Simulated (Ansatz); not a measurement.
# Cu (Fm-3m) in Ansatz: settings compared

The runs below take Cu through elastic constants, band structure, with LDA, RPBE.

All numbers are computed with Ansatz 0.2.0; they aren't measurements. Logs are shortened: lines on timing, memory, paths and dates and some standing lists are left out, and cuts for length are marked.

**1. The structure**

It takes space group Fm-3m (No. 225, cubic). The conventional cell has a = 3.615 Å, b = 3.615 Å, c = 3.615 Å, α = 90.00°, β = 90.00°, γ = 90.00°. Cu (site symmetry m-3m) is surrounded by 12 Cu at 2.56 Å.

**2. Elastic constants, LDA**

Contents of input.yaml:

```yaml
crystal:
  lattice:
    - [0.0, 1.8075, 1.8075]
    - [1.8075, 0.0, 1.8075]
    - [1.8075, 1.8075, 0.0]
  atoms:
    - { symbol: Cu, position: [0.0, 0.0, 0.0] }
kpoints:
  mp_grid: { grid: [10, 10, 10] }
scf:
  occupations: { method: fermi_dirac, width: 0.05 }
hamiltonian:
  xc: lda
  pseudopotentials: { kind: all_electron, lapw: { basis_error: 0.001 } }
output:
  forces: true
  stress: true
elastic:
  mode: relaxed_ion
  stencil: two_point
```

Potentials or basis: all-electron LAPW, scalar-relativistic.

On the command line:

```
ansatz run input.yaml --threads 1 --pin off --max-ram 3072MiB --backend cpu --events-out ev --progress --plain --runs-dir out
```

What it wrote:

```text
Warning: RAYON_NUM_THREADS=1 ignored (pool sized by the plan → 1); use --threads N
LAPW: plane waves up to 9.115 Å⁻¹, error target 1.0e-3 eV per atom; small_component_spin mean_spin; Cu in spheres of 1.240 Å, 19 of its electrons in bands, Dirac shells [] (how accurate: hamiltonian.pseudopotentials.lapw.basis_error, Limitations)
Engine: ansatz 0.2.0, aarch64-unknown-linux-gnu
Pseudopotentials: kind: all_electron
Pseudopotential: Cu, LAPW, valence charge 19, lapw/all_electron/scalar/gaussian/Cu, Koelling and Harmon's equation, gaussian nucleus
Functional definition: SPW92
  exchange = slater_x
  correlation = pw_c
Crystal: 1 atoms, lattice volume = 11.810 Å³
Basis set: ecut = 316.5198870899489 eV, 169 PW (Γ), exchange–correlation at level 2
Bands: 14, of which v1, the nominal top of the filled ones, is band 10 counted from 1 (9 counted from 0)
Symmetry: 48 space group operations
Space group: Fm-3m (ITA 225), of the structure as read, at distance tolerance 2.3e-5 Å
k-points: 47 of 1000
Non-local potential: Cu, projectors of the file, none
Initial density: superposition of atomic densities (chi_scale 0.1, normalization cell)
Initial wavefunctions: plane waves of lowest kinetic energy (no species holds an atomic orbital)
Functional: x = slater, c = lda
iter 1 solved again at ethr=9.21e-4 eV; its pass at ethr=1.00e-1 eV (dr2=1.75e-1 eV) is discarded
SCF iter   1: F=—  HF=-44965.854775 eV  |F-HF|=—  |Δ(HF+E_count)|=         —  Δρ=5.46e-2  dr2=1.75e-1  ethr=9.21e-4  ⟨swp⟩=2.4  Hψ=4605  notcnv=0
preconditioner: auto → none  [metal: Δε(μ)=0.117 eV  Ē_g=15.896 eV  σ=0.050 eV  W_gap=0.41  n_scr=0 (ndim 8)  ℏωp=35.8 eV  f_vac=0.000  D(μ)=0.84/eV (n_scr^D=14)]
SCF iter   2: F=—  HF=-44966.791330 eV  |F-HF|=—  |Δ(HF+E_count)|=   9.37e-1  Δρ=3.56e-2  dr2=7.62e-2  ethr=9.21e-4  ⟨swp⟩=3.0  Hψ=2205  notcnv=0
iter 3 solved again at ethr=7.08e-6 eV; its pass at ethr=4.01e-4 eV (dr2=1.35e-3 eV) is discarded
SCF iter   3: F=—  HF=-44964.998489 eV  |F-HF|=—  |Δ(HF+E_count)|=    1.79e0  Δρ=4.57e-3  dr2=1.35e-3  ethr=7.08e-6  ⟨swp⟩=2.0  Hψ=3325  notcnv=0
SCF iter   4: F=—  HF=-44964.890706 eV  |F-HF|=—  |Δ(HF+E_count)|=   1.08e-1  Δρ=6.19e-3  dr2=2.23e-3  ethr=7.08e-6  ⟨swp⟩=3.0  Hψ=2190  notcnv=0
SCF iter   5: F=—  HF=-44964.881284 eV  |F-HF|=—  |Δ(HF+E_count)|=   9.42e-3  Δρ=1.05e-3  dr2=6.10e-5  ethr=7.08e-6  ⟨swp⟩=2.0  Hψ=1768  notcnv=0
SCF iter   6: F=—  HF=-44964.881049 eV  |F-HF|=—  |Δ(HF+E_count)|=   2.35e-4  Δρ=4.11e-5  dr2=8.49e-8  ethr=3.21e-7  ⟨swp⟩=2.0  Hψ=1768  notcnv=0
SCF iter   7: F=—  HF=-44964.881049 eV  |F-HF|=—  |Δ(HF+E_count)|=   6.82e-8  Δρ=3.27e-6  dr2=7.71e-10  ethr=4.47e-10  ⟨swp⟩=2.4  Hψ=1800  notcnv=0
SCF iter   8: F=—  HF=-44964.881049 eV  |F-HF|=—  |Δ(HF+E_count)|=   4.00e-9  Δρ=7.33e-7  dr2=3.45e-11  ethr=4.06e-12  ⟨swp⟩=2.6  Hψ=1851  notcnv=0
SCF iter   9: F=—  HF=-44964.881049 eV  |F-HF|=—  |Δ(HF+E_count)|=  1.53e-10  Δρ=4.31e-8  dr2=1.14e-13  ethr=1.00e-12  ⟨swp⟩=2.0  Hψ=1768  notcnv=0
SCF iter  10: F=-44964.881049 eV  HF=-44964.881049 eV  |F-HF|=3.64e-11  |Δ(HF+E_count)|=  3.64e-11  Δρ=1.43e-9  dr2=7.45e-17  ethr=1.00e-12  ⟨swp⟩=2.0  Hψ=1768  notcnv=0
SCF 1 converged in 10 iterations: F = -44964.881049 eV  dr2 = 7.45e-17
Crystal: 1 atoms, lattice volume = 11.787 Å³
Basis set: ecut = 316.94261823634133 eV, 169 PW (Γ), exchange–correlation at level 2
[... 57 lines left out ...]
--- Per-component energies (eV) ---
  E_band       = -367.018741
  E_kinetic    = 45716.243514
  E_xc         = -1769.663811
  E_electrostatic = -88911.456108  (all electrons and nuclei)
  E_smearing   = -0.004644  (= −TS)
  E_closure    = 0.000000  (closes the sum)
  E_atoms      = -44960.173863  (free atoms, spherical and without spin; not in F)
  Σ components = -44964.881049   (vs F -44964.881049, Δ=0.00e0)
  Basis errors (estimates in eV, not in F): energy 2.2e-4 per atom: plane waves 2.1e-4 (1.1e-4 summed), levels above the bands 6.5e-178, relativity 2.3e-9, radial functions 1.1e-5, core shells 4.1e-11; eigenvalues (radial functions only) 1.6e-6; not estimated: angular momenta, meshes, grids; target (lapw.basis_error) 1.0e-3; muffin-tin radii Cu 1.240 Å
--- Forces (eV/Å), atoms counted from 1 ---
  atom   1  Cu     0.00000000    -0.00000000    -0.00000000
  max |Σ_I F_I| component: 5.14e-33 eV/Å
--- Stress (GPa, compression-positive) ---
      -12.453767       0.000000      -0.000000
        0.000000     -12.453767       0.000000
       -0.000000       0.000000     -12.453767
  P = ⅓ Tr σ = -12.4538 GPa (-124.538 kbar)
--- Band table (eV; the first three rows and the last of 47) ---
  k-point 0: bands = ["-95.5716", "-53.3301", "-53.3301", "-53.3301", "6.7603", "13.1249", "13.1249", "13.1249", "13.9736", "13.9736", "38.8840", "41.2942", "41.2942", "41.2942"]
  k-point 1: bands = ["-95.5702", "-53.3407", "-53.3317", "-53.3317", "7.1230", "13.0505", "13.1904", "13.1904", "13.9505", "13.9505", "36.2325", "39.5596", "40.3918", "40.3918"]
  k-point 2: bands = ["-95.5665", "-53.3684", "-53.3359", "-53.3359", "8.1642", "12.9012", "13.2896", "13.2896", "13.9715", "13.9715", "31.0649", "39.1028", "39.2768", "39.2768"]
  k-point 46: bands = ["-95.5521", "-53.4136", "-53.3943", "-53.3730", "11.9218", "12.2836", "13.0192", "14.0106", "14.6914", "20.9927", "23.7953", "24.0761", "25.4540", "41.5490"]
--- Elastic constants: 2 strain directions × 2 members + reference (group order 48) ---
  dense FFT box of the reference and of every strained cell: 16×16×16
  strains applied: 11, 23; error gains: componentwise 1.00 (the most a stress slope's error grows in a printed constant), spectral 1.73 (1 for all six strains in a standard setting)
  C = ∂σ_k/∂η_j (tension-positive GPa; Voigt order 11 22 33 23 13 12):
       163.882     99.885     99.885      0.000      0.000     -0.000
        99.885    163.882     99.885     -0.000      0.000      0.000
        99.885     99.885    163.882     -0.000      0.000      0.000
        -0.000      0.000      0.000     45.614      0.000     -0.000
        -0.000      0.000      0.000     -0.000     45.614      0.000
         0.000     -0.000     -0.000      0.000     -0.000     45.614
  reference stress σ⁰ (GPa):     12.454     12.454     12.454     -0.000      0.000      0.000
  no Pulay correction (none for the plane-wave cutoff is built on LAPW): the batch's stresses and constants are at fixed plane waves
  C* (energy form; C + prestress term) asymmetry max|C*_kj − C*_jk| = 8.527e-14 GPa — a small one proves nothing (zero by symmetry where the batch's group is 432, −43m or m−3m); a large one is finite-difference/SCF noise where every solve meets its electron count
  moduli (Voigt/Reuss/Hill, GPa): K = 121.22/121.22/121.22   G = 40.17/38.98/39.57   E = 107.07   ν = 0.353
  mechanically stable: yes (min eigenvalue of sym C = 45.61 GPa)
  where every solve meets its electron count the energy-path curvature estimates C_jj along a normal strain and C_jj − ¼(σ⁰_aa + σ⁰_bb) along a shear (ab), closely only under elastic.basis: deformed
  strain η (Voigt 11):  stress-route row diagonal C_11 = 163.88 GPa, energy-path curvature d²(F+E_count)/dδ²/Ω₀ = 163.89 GPa
         δ    σ_11 (GPa)             F (eV)   n_scf  n_hpsi   n_pw
    -2.000e-3      12.1240      -44964.8828607       7   41887    169   relax 0 steps, max|allowed force component| 0.00e0 eV/Å
     2.000e-3      12.7795      -44964.8791888       7   41519    169   relax 0 steps, max|allowed force component| 0.00e0 eV/Å
  strain η (Voigt 23):  stress-route row diagonal C_44 = 45.61 GPa, energy-path curvature d²(F+E_count)/dδ²/Ω₀ = 39.38 GPa
         δ    σ_23 (GPa)             F (eV)   n_scf  n_hpsi   n_pw
    -2.000e-3      -0.0912      -44964.8810431       6   62800    169   relax 0 steps, max|allowed force component| 0.00e0 eV/Å
     2.000e-3       0.0912      -44964.8810431       6   62786    169   relax 0 steps, max|allowed force component| 0.00e0 eV/Å
```

elastic_members.tsv:

```text
# convention: tension-positive GPa; Voigt order 11 22 33 23 13 12; engineering shear strains; stresses and constants hold the Pulay correction, whose part of sigma0, of c and of each member's stress the lines and columns named pulay_correction_..._gpa give (of c_energy it is that of c and, on the columns of strains 1 to 3, that of sigma0; of a layer's constants it is that of c in the plane, times a tenth of its plane spacing in ang); where a line pulay_correction_withheld stands none holds it
[... 11 lines left out ...]
3	2.0000000000e-3	1.2452442175e1	1.2453883802e1	1.2453883802e1	9.1227244877e-2	0.0000000000e0	-8.3380002590e-16	-4.4964881043e4	-4.4964878722e4	6	62786	169	0	0.0000000000e0	0.0000000000e0	nan	nan	nan	nan	nan	nan	nan	0.0000000000e0
```

Run time: 29 s. Hardware: 1 thread of Arm Neoverse V2, shared host; peak memory 0.34 GiB.

What came out:

- Free energy: -44964.8810 eV
- Pressure: -12.5 GPa
- Band gap on the k mesh: none (metal or under the smearing width)
- Elastic constants C11, C12, C44: 164, 100, 46 GPa
- Voigt bulk modulus: 121 GPa

Elastic tensor in Voigt notation (GPa, in the Cartesian axes of the cell as first typed):
```
164 100 100   0   0   0
100 164 100   0   0   0
100 100 164   0   0   0
  0   0   0  46   0   0
  0   0   0   0  46   0
  0   0   0   0   0  46
```

Caveat: the k mesh is thin for a metal, which can move the energy by tens of meV per atom; a metal's response needs a denser mesh; the cell is more than 3 GPa from zero pressure, which shifts response properties; elastic constants of metals need much finer meshes, so these are rough.

**3. Band structure, RPBE**

Contents of input.yaml:

```yaml
crystal:
  lattice:
    - [0.0, 1.8075, 1.8075]
    - [1.8075, 0.0, 1.8075]
    - [1.8075, 1.8075, 0.0]
  atoms:
    - { symbol: Cu, position: [0.0, 0.0, 0.0] }
kpoints:
  mp_grid: { grid: [13, 13, 13] }
  band_path:
    path:
      - [0.0, 0.0, 0.0]
      - [0.5, 0.0, 0.5]
      - [0.5, 0.25, 0.75]
      - [0.375, 0.375, 0.75]
      - [0.0, 0.0, 0.0]
      - [0.5, 0.5, 0.5]
      - [0.625, 0.25, 0.625]
      - [0.5, 0.25, 0.75]
    npoints: 12
scf:
  occupations: { method: fermi_dirac, width: 0.05 }
hamiltonian:
  xc: rpbe
  pseudopotentials: { kind: all_electron, lapw: { basis_error: 0.001 } }
output:
  forces: true
  stress: true
  eigenvalues: true
```

Potentials or basis: all-electron LAPW, scalar-relativistic.

On the command line:

```
ansatz run input.yaml --threads 1 --pin off --max-ram 3072MiB --backend cpu --events-out ev --progress --plain --runs-dir out
```

What it wrote:

```text
Warning: RAYON_NUM_THREADS=1 ignored (pool sized by the plan → 1); use --threads N
LAPW: plane waves up to 8.793 Å⁻¹, error target 1.0e-3 eV per atom; small_component_spin mean_spin; Cu in spheres of 1.278 Å, 19 of its electrons in bands, Dirac shells [] (how accurate: hamiltonian.pseudopotentials.lapw.basis_error, Limitations)
[... 3 set-up lines as earlier in the session ...]
Functional definition: RPBE
  parameter kappa = 0.804
  parameter beta = 0.06672455060314922
  exchange = rpbe_x(kappa = kappa, mu = beta*pi^2/3)
  correlation = pbe_c(beta = beta)
Crystal: 1 atoms, lattice volume = 11.810 Å³
Basis set: ecut = 294.54605791812884 eV, 137 PW (Γ), exchange–correlation at level 2
Bands: 14, of which v1, the nominal top of the filled ones, is band 10 counted from 1 (9 counted from 0)
[... 2 set-up lines as earlier in the session ...]
k-points: 84 of 2197
[... 3 set-up lines as earlier in the session ...]
Functional: x = rpbe, c = pbe(β = 0.06672455060314922)
iter 1 solved again at ethr=5.97e-4 eV; its pass at ethr=1.00e-1 eV (dr2=1.13e-1 eV) is discarded
SCF iter   1: F=—  HF=-45040.345051 eV  |F-HF|=—  |Δ(HF+E_count)|=         —  Δρ=4.52e-2  dr2=1.14e-1  ethr=5.97e-4  ⟨swp⟩=2.6  Hψ=8369  notcnv=0
preconditioner: auto → none  [metal: Δε(μ)=0.110 eV  Ē_g=15.906 eV  σ=0.050 eV  W_gap=0.44  n_scr=0 (ndim 8)  ℏωp=35.8 eV  f_vac=0.000  D(μ)=0.34/eV (n_scr^D=0)]
SCF iter   2: F=—  HF=-45041.136440 eV  |F-HF|=—  |Δ(HF+E_count)|=   7.91e-1  Δρ=2.65e-2  dr2=4.06e-2  ethr=5.97e-4  ⟨swp⟩=3.0  Hψ=4023  notcnv=0
iter 3 solved again at ethr=7.20e-7 eV; its pass at ethr=2.14e-4 eV (dr2=1.37e-4 eV) is discarded
SCF iter   3: F=—  HF=-45039.560859 eV  |F-HF|=—  |Δ(HF+E_count)|=    1.58e0  Δρ=1.36e-3  dr2=1.36e-4  ethr=7.20e-7  ⟨swp⟩=2.8  Hψ=6223  notcnv=0
SCF iter   4: F=—  HF=-45039.487177 eV  |F-HF|=—  |Δ(HF+E_count)|=   7.37e-2  Δρ=4.62e-3  dr2=1.13e-3  ethr=7.16e-7  ⟨swp⟩=3.0  Hψ=3855  notcnv=0
SCF iter   5: F=—  HF=-45039.480975 eV  |F-HF|=—  |Δ(HF+E_count)|=   6.20e-3  Δρ=7.40e-4  dr2=2.71e-5  ethr=7.16e-7  ⟨swp⟩=3.0  Hψ=3497  notcnv=0
SCF iter   6: F=—  HF=-45039.480859 eV  |F-HF|=—  |Δ(HF+E_count)|=   1.16e-4  Δρ=1.97e-5  dr2=3.75e-8  ethr=1.43e-7  ⟨swp⟩=2.0  Hψ=3164  notcnv=0
SCF iter   7: F=-45039.480859 eV  HF=-45039.480860 eV  |F-HF|=3.34e-8  |Δ(HF+E_count)|=   3.00e-8  Δρ=3.77e-6  dr2=1.07e-9  ethr=1.97e-10  ⟨swp⟩=3.0  Hψ=3431  notcnv=0
SCF 1 converged in 7 iterations: F = -45039.480859 eV  dr2 = 1.07e-9
NSCF: frozen V_eff on 85 k-points
SCF converged after 7 iterations
Free energy (F): -45039.480859 eV
Harris-Foulkes:  -45039.480860 eV  (|F-HF|=3.34e-8)
Internal energy: -45039.478116 eV  (E = F + TS)
E sigma→0 (E₀):  -45039.479488 eV
Entropy (-TS):   -0.002744 eV (-2.744 meV/atom)
Fermi energy:    16.934793 eV
--- Per-component energies (eV) ---
  E_band       = -360.314884
  E_kinetic    = 45815.113161
  E_xc         = -1846.091633
  E_electrostatic = -89008.499644  (all electrons and nuclei)
  E_smearing   = -0.002744  (= −TS)
  E_closure    = 0.000000  (closes the sum)
  E_atoms      = -45036.208904  (free atoms, spherical and without spin; not in F)
  Σ components = -45039.480859   (vs F -45039.480859, Δ=0.00e0)
  Basis errors (estimates in eV, not in F): energy 1.7e-4 per atom: plane waves 1.6e-4 (1.2e-4 summed), levels above the bands 3.7e-176, relativity 4.9e-9, radial functions 7.1e-6, core shells 1.1e-11; eigenvalues (radial functions only) 2.9e-6; not estimated: angular momenta, meshes, grids; target (lapw.basis_error) 1.0e-3; muffin-tin radii Cu 1.278 Å
--- Forces (eV/Å), atoms counted from 1 ---
  atom   1  Cu     0.00000000    -0.00000000     0.00000000
  max |Σ_I F_I| component: 5.34e-32 eV/Å
--- Stress (GPa, compression-positive) ---
        6.560553       0.000000       0.000000
        0.000000       6.560553      -0.000000
        0.000000      -0.000000       6.560553
  P = ⅓ Tr σ = 6.5606 GPa (65.606 kbar)
--- Band table (eV; the first three rows and the last of 84) ---
  k-point 0: bands = ["-95.9705", "-53.2060", "-53.2060", "-53.2060", "7.3586", "13.7568", "13.7568", "13.7568", "14.5850", "14.5850", "39.3072", "42.0120", "42.0120", "42.0120"]
  k-point 1: bands = ["-95.9697", "-53.2122", "-53.2070", "-53.2070", "7.5739", "13.7110", "13.7969", "13.7969", "14.5696", "14.5696", "37.8797", "40.2674", "41.3770", "41.3770"]
  k-point 2: bands = ["-95.9676", "-53.2292", "-53.2095", "-53.2095", "8.2052", "13.5987", "13.8836", "13.8836", "14.5551", "14.5551", "34.0433", "39.8055", "40.4498", "40.4498"]
  k-point 83: bands = ["-95.9523", "-53.2817", "-53.2729", "-53.2461", "12.6276", "13.1066", "13.3474", "14.5561", "15.2718", "21.6218", "23.5829", "25.5381", "26.0705", "43.8922"]
```

bands.tsv:

```text
# k_distance	band_0	band_1	band_2	band_3	band_4	band_5	band_6	band_7	band_8	band_9	band_10	band_11	band_12	band_13
# fermi_ev = 16.934793
# lock_threshold_ev = 1e-6
# [0, 0, 0] at k_distance = 0.000000
[... 14 lines left out ...]
0.579362	-112.900729	-70.166681	-70.151069	-70.151069	-8.264783	-3.546370	-2.866007	-2.866007	-2.660640	-2.213794	19.595591	19.595591	19.904818	21.591139
0.724203	-112.898515	-70.179038	-70.156010	-70.156010	-7.576777	-3.720184	-2.770720	-2.701357	-2.701357	-2.147610	18.198582	18.198582	19.266330	20.110384
[... 77 lines left out ...]
8.198039	-112.886977	-70.214012	-70.210198	-70.182184	-4.318101	-3.775386	-3.621155	-2.390283	-1.633400	5.719958	6.207635	8.098847	8.745966	27.314972
8.249248	-112.886968	-70.212087	-70.212087	-70.182312	-4.315769	-3.699058	-3.699058	-2.393938	-1.630975	6.003546	6.003546	8.091516	8.639146	28.015928
```

Run time: 7 s. Hardware: 1 thread of Arm Neoverse V2, shared host; peak memory 0.26 GiB.

What came out:

```
Free energy             : -45039.4809 eV
Pressure                : 6.6 GPa
Band gap along the path : none (metal or under the smearing width)
```

Levels at the corners of the path, in eV from the Fermi level:
```
point  band 6  band 7  band 8  band 9  band 10  band 11  band 12  band 13
    Γ   -3.18   -3.18   -3.18   -2.35    -2.35    22.37    25.08    25.08
    X   -4.59   -1.80   -1.63   -1.63     1.27     6.93    12.90    12.90
    W   -3.70   -3.70   -2.39   -1.63     6.00     6.00     8.09     8.64
    K   -4.24   -2.93   -2.22   -1.83     4.13     5.53     7.66    14.98
    Γ   -3.18   -3.18   -3.18   -2.35    -2.35    22.37    25.08    25.08
    L   -3.21   -3.21   -1.78   -1.78    -1.24     3.59    20.85    21.92
    U   -4.24   -2.93   -2.22   -1.83     4.13     5.53     7.66    14.98
    W   -3.70   -3.70   -2.39   -1.63     6.00     6.00     8.09     8.64
```
